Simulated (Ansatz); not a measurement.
## Density of states of Os

```cif
data_structure
_symmetry_space_group_name_H-M 'P6_3/mmc'
_symmetry_Int_Tables_number 194
_cell_length_a 2.7341
_cell_length_b 2.7341
_cell_length_c 4.3197
_cell_angle_alpha 90.000
_cell_angle_beta 90.000
_cell_angle_gamma 120.000
_cell_volume 27.96
loop_
_atom_site_label
_atom_site_type_symbol
_atom_site_symmetry_multiplicity
_atom_site_Wyckoff_symbol
_atom_site_fract_x
_atom_site_fract_y
_atom_site_fract_z
_atom_site_occupancy
Os1 Os 2 c 0.33333 0.66667 0.25000 1
```

The runs use the primitive cell with vectors (2.734, 0.000, 0.000), (-1.367, 2.368, 0.000), (0.000, 0.000, 4.320) Å, to which the k mesh refers.

The geometry is COD entry 9017843, unchecked; take it as a test cell.

Spin–orbit coupling is left out, though it moves levels of the heavy atoms by tenths of an eV or more.

Level of theory: DFT, PBE, all-electron LAPW, scalar-relativistic in Ansatz 0.2.0.

Settings: a Γ-centred 17×17×10 k mesh, Fermi–Dirac smearing of 0.08 eV, basis error target 1 meV/atom, no spin polarisation.

States per eV and cell, averaged over 0.6 eV, from -11.2 to 6.6 eV, with energies (bin centres) from the Fermi level; empty bins are left out. The partial columns, the largest 4 alone, are projections on Löwdin-orthogonalised atomic shells (those that the program's projection atoms carry: the occupied ones and, for some elements, an empty d or f shell; other empty shells have no column), summed over atoms of an element. Weights on diffuse s and p shells depend on that basis and aren't pure angular character.

```tsv
E (eV)	total	Os 5d	Os 6s	Os 5p	Os 5s
-11.0	0.01	0.00	0.01	0.00	0.00
-10.4	0.08	0.00	0.07	0.00	0.00
-9.8	0.13	0.00	0.12	0.00	0.01
-9.2	0.18	0.01	0.16	0.00	0.01
-8.6	0.26	0.03	0.22	0.01	0.01
-8.0	0.52	0.18	0.32	0.01	0.01
-7.4	1.54	1.01	0.50	0.01	0.01
-6.8	2.09	1.68	0.39	0.02	0.01
-6.2	1.88	1.65	0.20	0.01	0.00
-5.6	1.84	1.66	0.15	0.02	0.00
-5.0	2.07	1.93	0.09	0.02	0.00
-4.4	2.02	1.85	0.12	0.02	0.00
-3.8	2.01	1.87	0.09	0.01	0.00
-3.2	2.65	2.44	0.13	0.01	0.00
-2.6	2.71	2.49	0.13	0.01	0.00
-2.0	2.65	2.37	0.15	0.01	0.00
-1.4	1.70	1.51	0.09	0.01	0.00
-0.8	1.34	1.20	0.05	0.00	0.00
-0.2	1.22	1.13	0.03	0.00	0.00
0.4	1.24	1.18	0.03	0.00	0.00
1.0	1.55	1.48	0.05	0.00	0.00
1.6	2.37	2.26	0.07	0.00	0.00
2.2	2.96	2.81	0.11	0.00	0.00
2.8	0.90	0.73	0.12	0.00	0.00
3.4	0.59	0.35	0.16	0.00	0.00
4.0	0.57	0.27	0.18	0.00	0.00
4.6	0.54	0.20	0.19	0.00	0.00
5.2	0.51	0.14	0.20	0.00	0.01
5.8	0.57	0.12	0.24	0.00	0.01
6.4	0.52	0.08	0.20	0.00	0.01
```

(1) Which of the resolved shells contributes most within 0.3 eV of the Fermi level?

(2) Where is the centre of the filled Os 5d states between -14 eV and the top of the filled states?

## Answers

(1) Os 5d, with 93 % of all states there; Os 6s follows with 2 %.

(2) -3.80 eV from the Fermi level.
